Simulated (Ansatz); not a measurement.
# AlRu (Pm-3m) in Ansatz: notebook

Aim: see how the results for AlRu move with the level of theory and the settings. Levels: BLYP, PBE, BLYP+D4. Tasks: relaxation of cell and atoms, single point.

All numbers are computed with Ansatz 0.2.0; they aren't measurements. Logs are shortened: lines on timing, memory, paths and dates and some standing lists are left out, and cuts for length are marked.

## (1) The structure

Symmetry: Pm-3m, No. 221, cubic system. Conventional cell: a = 2.992 Å, b = 2.992 Å, c = 2.992 Å, α = 90.00°, β = 90.00°, γ = 90.00°. Around Ru (site symmetry m-3m) lie 8 Al at 2.59 Å. Al (site symmetry m-3m) has 8 Ru at 2.59 Å as nearest neighbours.

## (2) Relaxation of cell and atoms, BLYP

Input file input.yaml:

```yaml
crystal:
  lattice:
    - [2.9916, 0.0, 0.0]
    - [0.0, 2.9916, 0.0]
    - [0.0, 0.0, 2.9916]
  atoms:
    - { symbol: Ru, position: [0.5, 0.5, 0.5] }
    - { symbol: Al, position: [0.0, 0.0, 0.0] }
hamiltonian:
  xc: blyp
  pseudopotentials: { kind: paw }
kpoints:
  mp_grid: { grid: [9, 9, 9] }
scf:
  occupations: { method: fermi_dirac, width: 0.05 }
output:
  forces: true
  stress: true
  eigenvalues: true
relax:
  f_tol: 0.01
  max_steps: 40
  cell: { stress_tol: 0.05 }
```

Potentials or basis: Ansatz PAW.

Started as:

```console
$ ansatz run input.yaml --threads 2 --pin off --max-ram 5632MiB --backend cpu --events-out ev --progress --plain --runs-dir out
```

The log of the run:

```text
Warning: RAYON_NUM_THREADS=2 ignored (pool sized by the plan → 2); use --threads N
Engine: ansatz 0.2.0, aarch64-unknown-linux-gnu
Pseudopotentials: kind: paw
Pseudopotential: Ru, paw, valence charge 16, recommended cutoff 420 eV (normal), Ru.paw.azcp
Pseudopotential: Al, paw, valence charge 3, recommended cutoff 420 eV (normal), Al.paw.azcp
Functional definition: BLYP
  parameter beta = 0.0042
  parameter a = 0.04918
  parameter b = 0.132
  parameter c = 0.2533
  parameter d = 0.349
  exchange = b88_x(beta = beta)
  correlation = lyp_c(a = a, b = b, c = c, d = d)
Crystal: 2 atoms, lattice volume = 26.774 Å³
Basis set: ecut = 420 eV, 485 PW (Γ), exchange–correlation on 40×40×40 points (8 copies of the dense FFT grid, shifted against one another)
Bands: 14, of which v1, the nominal top of the filled ones, is band 10 counted from 1 (9 counted from 0)
Symmetry: 48 space group operations
Space group: Pm-3m (ITA 221), of the structure as read, at distance tolerance 3.0e-5 Å
k-points: 35 of 729
Non-local potential: Ru, projectors of the file, l = 0: 3, l = 1: 2, l = 2: 2, l = 3: 1
Non-local potential: Al, projectors of the file, l = 0: 2, l = 1: 2, l = 2: 1
PAW form: soft (Blöchl's): semilocal exchange-correlation on the pseudo side does not see the compensation charge
PAW frozen core: Ru, regenerated for the run's functional, and the local potential with it (the file was generated under x = pbe(κ = 0.804, μ = 0.2195149727645171), c = pbe(β = 0.06672455060314922))
PAW frozen core: Al, regenerated for the run's functional, and the local potential with it (the file was generated under x = pbe(κ = 0.804, μ = 0.2195149727645171), c = pbe(β = 0.06672455060314922))
PAW one-centre angular grid: Ru, 590 points (default); XC on 64 Gauss nodes
PAW one-centre angular grid: Al, 110 points (default); XC on 64 Gauss nodes
Initial density: superposition of atomic densities (neutral atoms: chi_scale 0, normalization atom), corrected by the library's trained network
Initial wavefunctions: pseudopotential atomic-orbital guess
Functional: x = b88, c = lyp
SCF iter   1: F=—  HF=-6434.244151 eV  |F-HF|=—  |Δ(HF+E_count)|=         —  Δρ=1.16e-2  dr2=4.38e-2  ethr=1.77e-3  ⟨swp⟩=5.3  Hψ=2719  notcnv=0
preconditioner: auto → none  [metal: Δε(μ)=0.060 eV  Ē_g=8.880 eV  σ=0.050 eV  W_gap=0.28  n_scr=6 (ndim 8)  ℏωp=23.8 eV  f_vac=0.000  D(μ)=1.89/eV (n_scr^D=18)  sad-step TF]
SCF iter   2: F=—  HF=-6434.240411 eV  |F-HF|=—  |Δ(HF+E_count)|=   3.74e-3  Δρ=7.36e-3  dr2=1.96e-2  ethr=2.31e-4  ⟨swp⟩=1.3  Hψ=788  notcnv=0  defer=1
SCF iter   3: F=—  HF=-6434.237378 eV  |F-HF|=—  |Δ(HF+E_count)|=   3.03e-3  Δρ=9.42e-4  dr2=3.03e-4  ethr=1.03e-4  ⟨swp⟩=2.5  Hψ=825  notcnv=0  defer=1
SCF iter   4: F=—  HF=-6434.237340 eV  |F-HF|=—  |Δ(HF+E_count)|=   3.77e-5  Δρ=1.29e-4  dr2=1.77e-6  ethr=1.59e-6  ⟨swp⟩=2.1  Hψ=729  notcnv=0  defer=1
SCF iter   5: F=—  HF=-6434.237396 eV  |F-HF|=—  |Δ(HF+E_count)|=   5.59e-5  Δρ=2.48e-5  dr2=1.46e-7  ethr=9.30e-9  ⟨swp⟩=2.0  Hψ=688  notcnv=0  defer=1
SCF iter   6: F=-6434.237396 eV  HF=-6434.237396 eV  |F-HF|=1.61e-9  |Δ(HF+E_count)|=   9.28e-9  Δρ=2.49e-6  dr2=8.07e-10  ethr=5.26e-10  ⟨swp⟩=5.2  Hψ=2130  notcnv=0
SCF 1 converged in 6 iterations: F = -6434.237396 eV  dr2 = 8.07e-10
relax step   1: F+E_penalty+E_count = -6434.23739589 eV  Δ(F+E_penalty+E_count) = +0.000e0 eV  max|allowed force component| = 1.094e-28 eV/Å  Δτ_max = 0.0000 Å  P = +9.146 GPa  Ω = 26.774 Å³  (6 SCF iters, dr2 threshold 1.00e-7 eV, accepted)
Crystal: 2 atoms, lattice volume = 28.249 Å³
Basis set: ecut = 420 eV, 515 PW (Γ), exchange–correlation on 40×40×40 points (8 copies of the dense FFT grid, shifted against one another)
Initial density: handed on by an earlier stage of this run
Initial wavefunctions: those handed on with the density
iter 1 solved again at ethr=7.73e-5 eV; its pass at ethr=3.10e-3 eV (dr2=1.47e-2 eV) is discarded
SCF iter   1: F=—  HF=-6434.272577 eV  |F-HF|=—  |Δ(HF+E_count)|=         —  Δρ=6.01e-3  dr2=1.46e-2  ethr=7.73e-5  ⟨swp⟩=2.0  Hψ=3123  notcnv=0
preconditioner: auto → none  [metal: Δε(μ)=0.054 eV  Ē_g=8.439 eV  σ=0.050 eV  W_gap=0.26  n_scr=6 (ndim 8)  ℏωp=23.2 eV  f_vac=0.000  D(μ)=2.10/eV (n_scr^D=26)]
SCF iter   2: F=—  HF=-6434.269718 eV  |F-HF|=—  |Δ(HF+E_count)|=   2.86e-3  Δρ=2.17e-3  dr2=1.67e-3  ethr=7.69e-5  ⟨swp⟩=1.8  Hψ=534  notcnv=0
[... 27 lines left out ...]
iter 4 did not close the SCF: its close was put off for the readings that it lacked (scf_convergence_deferred on its scf_iter line)
SCF iter   4: F=-6434.270636 eV  HF=-6434.270636 eV  |F-HF|=1.63e-10  |Δ(HF+E_count)|=  6.28e-10  Δρ=7.38e-7  dr2=6.07e-11  ethr=6.09e-11  ⟨swp⟩=2.4  Hψ=753  notcnv=0
iter 5 did not close the SCF: its close was put off for the readings that it lacked (scf_convergence_deferred on its scf_iter line)
SCF iter   5: F=-6434.270636 eV  HF=-6434.270636 eV  |F-HF|=4.55e-12  |Δ(HF+E_count)|=  1.89e-10  Δρ=1.69e-7  dr2=4.09e-12  ethr=1.00e-12  ⟨swp⟩=2.0  Hψ=690  notcnv=0
SCF iter   6: F=-6434.270636 eV  HF=-6434.270636 eV  |F-HF|=9.09e-13  |Δ(HF+E_count)|=  1.82e-12  Δρ=4.06e-8  dr2=1.26e-13  ethr=1.00e-12  ⟨swp⟩=1.0  Hψ=1120  notcnv=0
SCF 4 converged in 6 iterations: F = -6434.270636 eV  dr2 = 1.26e-13
relax step   4: F+E_penalty+E_count = -6434.27063648 eV  Δ(F+E_penalty+E_count) = -1.422e-5 eV  max|allowed force component| = 6.271e-29 eV/Å  Δτ_max = 0.0000 Å  P = +0.002 GPa  Ω = 28.005 Å³  energy of the carried Pulay correction = -5.058e-4 eV  (6 SCF iters, dr2 threshold 3.57e-8 eV, accepted)
Basis set: ecut = 420 eV, 515 PW (Γ), exchange–correlation on 48×48×48 points (8 copies of the dense FFT grid, shifted against one another)
Initial wavefunctions: pseudopotential atomic-orbital guess (no wavefunctions were taken with the density)
iter 1 solved again at ethr=9.31e-9 eV; its pass at ethr=3.10e-3 eV (dr2=1.77e-6 eV) is discarded
SCF iter   1: F=—  HF=-6434.271194 eV  |F-HF|=—  |Δ(HF+E_count)|=         —  Δρ=1.29e-4  dr2=2.20e-7  ethr=9.31e-9  ⟨swp⟩=3.0  Hψ=3984  notcnv=0
SCF iter   2: F=—  HF=-6434.271223 eV  |F-HF|=—  |Δ(HF+E_count)|=   2.91e-5  Δρ=6.47e-5  dr2=5.13e-8  ethr=1.16e-9  ⟨swp⟩=2.1  Hψ=648  notcnv=0
SCF iter   3: F=—  HF=-6434.271232 eV  |F-HF|=—  |Δ(HF+E_count)|=   9.23e-6  Δρ=2.61e-6  dr2=5.76e-10  ethr=2.70e-10  ⟨swp⟩=2.0  Hψ=680  notcnv=0
SCF iter   4: F=—  HF=-6434.271232 eV  |F-HF|=—  |Δ(HF+E_count)|=   1.00e-8  Δρ=5.06e-7  dr2=2.11e-11  ethr=3.03e-12  ⟨swp⟩=2.0  Hψ=820  notcnv=0
iter 5 did not close the SCF: its close was put off for the readings that it lacked (scf_convergence_deferred on its scf_iter line)
SCF iter   5: F=-6434.271232 eV  HF=-6434.271232 eV  |F-HF|=5.46e-12  |Δ(HF+E_count)|=  1.60e-10  Δρ=8.79e-8  dr2=5.05e-13  ethr=1.00e-12  ⟨swp⟩=2.1  Hψ=577  notcnv=0
iter 6 did not close the SCF: its close was put off for the readings that it lacked (scf_convergence_deferred on its scf_iter line)
SCF iter   6: F=-6434.271232 eV  HF=-6434.271232 eV  |F-HF|=2.73e-12  |Δ(HF+E_count)|=  5.46e-12  Δρ=1.66e-8  dr2=7.29e-14  ethr=1.00e-12  ⟨swp⟩=1.0  Hψ=490  notcnv=0
iter 7 did not close the SCF: its close was put off for the readings that it lacked (scf_convergence_deferred on its scf_iter line)
SCF iter   7: F=-6434.271232 eV  HF=-6434.271232 eV  |F-HF|=0.00e0  |Δ(HF+E_count)|=  3.64e-12  Δρ=3.14e-9  dr2=1.43e-15  ethr=1.00e-12  ⟨swp⟩=1.0  Hψ=490  notcnv=0
iter 8 did not close the SCF: its close was put off for the readings that it lacked (scf_convergence_deferred on its scf_iter line)
SCF iter   8: F=-6434.271232 eV  HF=-6434.271232 eV  |F-HF|=0.00e0  |Δ(HF+E_count)|=  1.82e-12  Δρ=2.29e-10  dr2=6.48e-18  ethr=1.00e-12  ⟨swp⟩=1.0  Hψ=490  notcnv=0
SCF iter   9: F=-6434.271232 eV  HF=-6434.271232 eV  |F-HF|=0.00e0  |Δ(HF+E_count)|=    0.00e0  Δρ=6.10e-11  dr2=3.58e-19  ethr=1.00e-12  ⟨swp⟩=2.0  Hψ=1154  notcnv=0
SCF 5 converged in 9 iterations: F = -6434.271232 eV  dr2 = 3.58e-19
relax step   5: F+E_penalty+E_count = -6434.27123193 eV  Δ(F+E_penalty+E_count) = -5.955e-4 eV  max|allowed force component| = 2.978e-29 eV/Å  Δτ_max = 0.0000 Å  P = +0.029 GPa  Ω = 28.005 Å³  stress off target by 2.94e-2 GPa  SCF on the basis re-selected at this cell (its energy is not comparable with the rows above)  (9 SCF iters)
basis re-selected at this cell: Δ(F+E_penalty+E_count) = -5.955e-4 eV, ΔP = +0.028 GPa vs the last step (what re-selecting the basis moved, of the pressure what is left beyond the Pulay correction that the steps carried, after the strain that the cell walked since its last selection, with what the two solves' SCF thresholds leave and, on support functions, any second-order correction that the steps lacked; it is no measure of the basis error at this ecutwfc). The dense FFT grid was sized anew with the basis: this SCF ran on 24×24×24 points, the steps before it on 20×20×20, so part of this shift can come from that change (see relax.cell in the input reference). This SCF's stress stands 2.94e-2 GPa from its target on what of the cell is left free (relax.cell.stress_tol is 5.00e-2 GPa) and its largest allowed force component is 2.98e-29 eV/Å (relax.f_tol is 1.00e-2 eV/Å): within both
SCF converged after 9 iterations
Free energy (F): -6434.271232 eV
Harris-Foulkes:  -6434.271232 eV  (|F-HF|=0.00e0)
Internal energy: -6434.254027 eV  (E = F + TS)
E sigma→0 (E₀):  -6434.262630 eV
Entropy (-TS):   -0.017205 eV (-8.602 meV/atom)
Fermi energy:    15.699902 eV
--- Per-component energies (eV) ---
  E_band       = -124.366910
  E_kinetic    = 542.058582
  E_local      = -1845.114006  (includes V_loc(G=0)·N_el)
  E_nonlocal   = 354.881620
  E_hartree    = 656.790401
  E_xc         = -227.011230
  E_vxc        = -263.860876  (∫ρ·V_xc dr)
  E_paw        = -3950.814565  (= ΣΔE_a)
  E_vpaw       = -225.912815  (= ΣTr[D̂ρ^β])
  E_aug_tail   = -0.000217  (compensation charges beyond the density's cutoff)
  E_ewald      = -1965.145754
  E_core_change = 0.101142  (= ΣΔE_core)
  E_smearing   = -0.017205  (= −TS)
  E_closure    = -0.000000  (closes the sum)
  Σ components = -6434.271232   (vs F -6434.271232, Δ=0.00e0)
--- Forces (eV/Å), atoms counted from 1 ---
  atom   1  Ru     0.00000000     0.00000000    -0.00000000
  atom   2  Al    -0.00000000     0.00000000    -0.00000000
  max |Σ_I F_I| component: 5.82e-29 eV/Å
--- Stress (GPa, compression-positive) ---
        0.029402       0.000000      -0.000000
        0.000000       0.029402      -0.000000
       -0.000000       0.000000       0.029402
  P = ⅓ Tr σ = 0.0294 GPa (0.294 kbar)
--- Band table (eV; the first three rows and the last of 35) ---
  k-point 0: bands = ["-55.9894", "-25.9430", "-25.9430", "-25.9430", "6.4463", "12.4935", "12.4935", "15.8836", "15.8836", "15.8836", "21.6324", "21.6324", "21.6324", "26.6112"]
  k-point 1: bands = ["-55.9879", "-25.9638", "-25.9413", "-25.9413", "6.6728", "12.5612", "12.5689", "15.6240", "15.6240", "15.9102", "20.6221", "22.0705", "22.0705", "26.1564"]
  k-point 2: bands = ["-55.9841", "-26.0161", "-25.9369", "-25.9369", "7.3300", "12.5971", "12.7700", "15.0718", "15.0718", "15.9785", "19.0213", "23.1617", "23.1617", "25.1329"]
  k-point 34: bands = ["-55.9532", "-26.0748", "-26.0744", "-26.0744", "11.2938", "11.5261", "11.5261", "16.8893", "16.8893", "18.2561", "18.8898", "20.1949", "20.1949", "24.1530"]
--- Relaxed structure (4 steps of the walk, 4 accepted, 1 SCFs on fresh bases) ---
  F+E_penalty+E_count = -6434.27123193 eV   max|allowed force component| = 2.978e-29 eV/Å   (the final SCF, on the basis selected at the relaxed cell)
  cell:  # Å, volume = 28.0053 Å³
    - [3.036779736995014, -2.4515483250429185e-33, 4.81482486096809e-34]
    - [-2.258955330604195e-33, 3.036779736995014, -2.407412430484045e-34]
    - [9.62964972193618e-35, -1.1234591342258874e-34, 3.036779736995014]
  atoms:
    - { symbol: Ru, position: [0.49999999999999994, 0.49999999999999994, 0.49999999999999994] }
    - { symbol: Al, position: [5.150233839782532e-34, -7.928832691702836e-48, 4.2918615331533534e-35] }
```

It took 3 s on 2 threads of Arm Neoverse V1, shared host; peak memory 0.29 GiB.

Results:

```
Free energy                            : -6434.2712 eV
Relaxed volume                         : 14.00 Å³/atom
Relaxed cell                           : a = 3.037 Å, b = 3.037 Å, c = 3.037 Å, α = 90.00°, β = 90.00°, γ = 90.00°
Space group after relaxing (to 0.05 Å) : Pm-3m (No. 221)
Energy gained by relaxing              : 16.9 meV/atom
Ionic steps                            : 5
Pressure after relaxing                : 0.0 GPa
Band gap on the k mesh                 : none (metal or under the smearing width)
```

Step by step:
```tsv
step	energy change (eV)	largest force (eV/Å)	volume (Å³)
1	0.0000	0.0000	26.77
2	-0.0320	0.0000	28.25
3	-0.0332	0.0000	28.02
4	-0.0332	0.0000	28.01
5	-0.0338	0.0000	28.01
```

Final structure:
```cif
data_structure
_symmetry_space_group_name_H-M 'P 1'
_symmetry_Int_Tables_number 1
_cell_length_a 3.0368
_cell_length_b 3.0368
_cell_length_c 3.0368
_cell_angle_alpha 90.000
_cell_angle_beta 90.000
_cell_angle_gamma 90.000
_cell_volume 28.01
loop_
_atom_site_label
_atom_site_type_symbol
_atom_site_fract_x
_atom_site_fract_y
_atom_site_fract_z
_atom_site_occupancy
Ru1 Ru 0.50000 0.50000 0.50000 1
Al1 Al 0.00000 0.00000 0.00000 1
```

Caveat: the plane-wave basis is chosen anew once the cell has moved, so the energies of steps on either side of that aren't comparable; the PAW data sets come from PBE, with cores solved anew for the run's functional, which leaves a small shift of forces and pressure. BLYP gives volumes clearly too large for solids.

## (3) Single point, PBE

Input file input.yaml:

```yaml
crystal:
  lattice:
    - [2.9916, 0.0, 0.0]
    - [0.0, 2.9916, 0.0]
    - [0.0, 0.0, 2.9916]
  atoms:
    - { symbol: Ru, position: [0.5, 0.5, 0.5] }
    - { symbol: Al, position: [0.0, 0.0, 0.0] }
hamiltonian:
  xc: pbe
  pseudopotentials: { kind: paw }
kpoints:
  mp_grid: { grid: [9, 9, 9] }
scf:
  occupations: { method: gaussian, width: 0.012 }
output:
  forces: true
  stress: true
  eigenvalues: true
```

Potentials or basis: Ansatz PAW.

Started as:

```console
$ ansatz run input.yaml --threads 2 --pin off --max-ram 5632MiB --backend cpu --events-out ev --progress --plain --runs-dir out
```

The log of the run:

```text
Warning: RAYON_NUM_THREADS=2 ignored (pool sized by the plan → 2); use --threads N
[... 4 set-up lines as earlier in the session ...]
Functional definition: PBE
  parameter kappa = 0.804
  parameter beta = 0.06672455060314922
  exchange = pbe_x(kappa = kappa, mu = beta*pi^2/3)
  correlation = pbe_c(beta = beta)
Crystal: 2 atoms, lattice volume = 26.774 Å³
Basis set: ecut = 420 eV, 485 PW (Γ), exchange–correlation on 40×40×40 points (8 copies of the dense FFT grid, shifted against one another)
Bands: 14, of which v1, the nominal top of the filled ones, is band 10 counted from 1 (9 counted from 0)
[... 2 set-up lines as earlier in the session ...]
k-points: 35 of 729
[... 7 set-up lines as earlier in the session ...]
Functional: x = pbe(κ = 0.804, μ = 0.2195149727645171), c = pbe(β = 0.06672455060314922)
SCF iter   1: F=—  HF=-6417.462398 eV  |F-HF|=—  |Δ(HF+E_count)|=         —  Δρ=8.25e-3  dr2=1.22e-2  ethr=1.77e-3  ⟨swp⟩=6.0  Hψ=2518  notcnv=0
preconditioner: auto → none  [insulator: Δε(μ)=0.041 eV  Ē_g=8.892 eV  σ=0.012 eV  W_gap=0.62  n_scr=6 (ndim 8)  ℏωp=23.8 eV  f_vac=0.000  D(μ)=4.60/eV (n_scr^D=80)  ε∞_Penn≈8.2]
SCF iter   2: F=—  HF=-6417.460566 eV  |F-HF|=—  |Δ(HF+E_count)|=   1.83e-3  Δρ=3.47e-3  dr2=1.80e-3  ethr=6.42e-5  ⟨swp⟩=2.0  Hψ=1059  notcnv=0  defer=11
SCF iter   3: F=—  HF=-6417.460210 eV  |F-HF|=—  |Δ(HF+E_count)|=   3.56e-4  Δρ=5.42e-4  dr2=7.65e-5  ethr=9.46e-6  ⟨swp⟩=2.0  Hψ=691  notcnv=0  defer=15
SCF iter   4: F=—  HF=-6417.460095 eV  |F-HF|=—  |Δ(HF+E_count)|=   1.15e-4  Δρ=9.92e-5  dr2=1.07e-6  ethr=4.03e-7  ⟨swp⟩=2.0  Hψ=580  notcnv=0  defer=15
iter 5 did not close the SCF: its close was put off for the readings that it lacked (scf_convergence_deferred on its scf_iter line)
SCF iter   5: F=-6417.460095 eV  HF=-6417.460095 eV  |F-HF|=1.48e-8  |Δ(HF+E_count)|=   3.24e-9  Δρ=9.78e-6  dr2=2.79e-8  ethr=5.62e-9  ⟨swp⟩=2.5  Hψ=673  notcnv=0  defer=15
SCF iter   6: F=-6417.460095 eV  HF=-6417.460095 eV  |F-HF|=3.97e-10  |Δ(HF+E_count)|=   1.11e-9  Δρ=1.34e-6  dr2=6.41e-10  ethr=1.47e-10  ⟨swp⟩=3.3  Hψ=1679  notcnv=0
SCF 1 converged in 6 iterations: F = -6417.460095 eV  dr2 = 6.41e-10
SCF converged after 6 iterations
Free energy (F): -6417.460095 eV
Harris-Foulkes:  -6417.460095 eV  (|F-HF|=3.97e-10)
Internal energy: -6417.459770 eV  (E = F + TS)
E sigma→0 (E₀):  -6417.459932 eV
Entropy (-TS):   -0.000326 eV (-0.163 meV/atom)
Fermi energy:    16.015211 eV
--- Per-component energies (eV) ---
  E_band       = -120.250487
  E_kinetic    = 543.061139
  E_local      = -1797.332765  (includes V_loc(G=0)·N_el)
  E_nonlocal   = 354.516048
  E_hartree    = 638.510486
  E_xc         = -232.226118
  E_vxc        = -270.728635  (∫ρ·V_xc dr)
  E_paw        = -3929.164611  (= ΣΔE_a)
  E_vpaw       = -226.788155  (= ΣTr[D̂ρ^β])
  E_aug_tail   = -0.000173  (compensation charges beyond the density's cutoff)
  E_ewald      = -1994.823776
  E_smearing   = -0.000326  (= −TS)
  E_closure    = 0.000000  (closes the sum)
  Σ components = -6417.460095   (vs F -6417.460095, Δ=0.00e0)
--- Forces (eV/Å), atoms counted from 1 ---
  atom   1  Ru     0.00000000     0.00000000     0.00000000
  atom   2  Al     0.00000000     0.00000000     0.00000000
  max |Σ_I F_I| component: 6.71e-30 eV/Å
--- Stress (GPa, compression-positive) ---
        2.488234       0.000000       0.000000
        0.000000       2.488234       0.000000
        0.000000       0.000000       2.488234
  P = ⅓ Tr σ = 2.4882 GPa (24.882 kbar)
--- Band table (eV; the first three rows and the last of 35) ---
  k-point 0: bands = ["-55.7192", "-25.6677", "-25.6677", "-25.6677", "6.4554", "12.5375", "12.5375", "16.2655", "16.2655", "16.2655", "22.1964", "22.1964", "22.1964", "27.0419"]
  k-point 1: bands = ["-55.7174", "-25.6924", "-25.6656", "-25.6656", "6.6907", "12.6133", "12.6197", "15.9858", "15.9858", "16.2940", "21.1664", "22.6554", "22.6554", "26.5340"]
  k-point 2: bands = ["-55.7128", "-25.7546", "-25.6604", "-25.6604", "7.3715", "12.6718", "12.8392", "15.3934", "15.3934", "16.3675", "19.5426", "23.7876", "23.7876", "25.4070"]
  k-point 34: bands = ["-55.6746", "-25.8233", "-25.8228", "-25.8228", "11.3600", "11.5865", "11.5865", "17.2891", "17.2891", "19.0105", "19.2641", "20.5836", "20.5836", "24.8247"]
```

Wall time 0.57 s (2 threads of Arm Neoverse V1, shared host); peak memory 0.27 GiB.

What came out:

```
Free energy            : -6417.4601 eV
Pressure               : 2.5 GPa
Band gap on the k mesh : none (metal or under the smearing width)
```

(Part 1 of 2 ends here.)
